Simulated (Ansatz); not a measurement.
CO2:

```xyz
6
Lattice="-1.9747 1.9747 3.0141 1.9747 -1.9747 3.0141 1.9747 1.9747 -3.0141" Properties=species:S:1:pos:R:3 pbc="T T T"
O     1.3223    0.9874    3.7676
O     0.6525    0.9874    0.7535
O     2.9621    0.6525   -0.7535
O    -0.9874    1.3223    2.2605
C     0.0000    0.0000    0.0000
C     0.0000    1.9747    1.5070
```

The cell comes from a database or a generator and needn't be the stable form of this composition.

```yaml
Program: Ansatz 0.2.0
Task: relaxation of cell and atoms
Functional: PBEsol
Potentials_or_basis: Ansatz PAW
Cutoff: "420 eV (not typed: the program's choice for these potentials)"
k_mesh: 9 × 9 × 9
Occupations: fermi-dirac, width 0.05 eV
Spin: no spin polarisation
```

At the start: volume 7.84 Å³/atom.

Q: How do energy, volume and symmetry change on relaxing?

A: It ends after 7 steps and the volume is 7.59 Å³/atom (-3.1 %); space group I-42d (No. 122, to 0.05 Å).

The path:
| step | energy change (eV) | largest force (eV/Å) | volume (Å³) |
| --- | --- | --- | --- |
| 1 | 0.0000 | 0.2141 | 47.01 |
| 2 | -0.0317 | 0.1084 | 45.98 |
| 3 | -0.0373 | 0.0212 | 45.62 |
| 4 | -0.0371 | 0.0061 | 45.65 |
| 5 | -0.0277 | 0.0067 | 45.65 |
| 6 | -0.0284 | 0.0005 | 45.57 |
| 7 | -0.0278 | 0.0003 | 45.57 |

Final structure:
```cif
data_structure
_symmetry_space_group_name_H-M 'P 1'
_symmetry_Int_Tables_number 1
_cell_length_a 4.0603
_cell_length_b 4.0603
_cell_length_c 4.0603
_cell_angle_alpha 122.302
_cell_angle_beta 122.302
_cell_angle_gamma 86.057
_cell_volume 45.57
loop_
_atom_site_label
_atom_site_type_symbol
_atom_site_fract_x
_atom_site_fract_y
_atom_site_fract_z
_atom_site_occupancy
O1 O 0.87500 0.95776 0.58276 1
O2 O 0.37500 0.29224 0.41724 1
O3 O 0.04224 0.62500 0.91724 1
O4 O 0.70776 0.12500 0.08276 1
C1 C 0.00000 0.00000 0.00000 1
C2 C 0.75000 0.25000 0.50000 1
```

Caveat: the plane-wave basis is chosen anew once the cell has moved, so the energies of steps on either side of that aren't comparable; the pressure holds a Pulay correction of +1.3 GPa for the finite cutoff; the PAW data sets come from PBE, with cores solved anew for the run's functional, which leaves a small shift of forces and pressure.
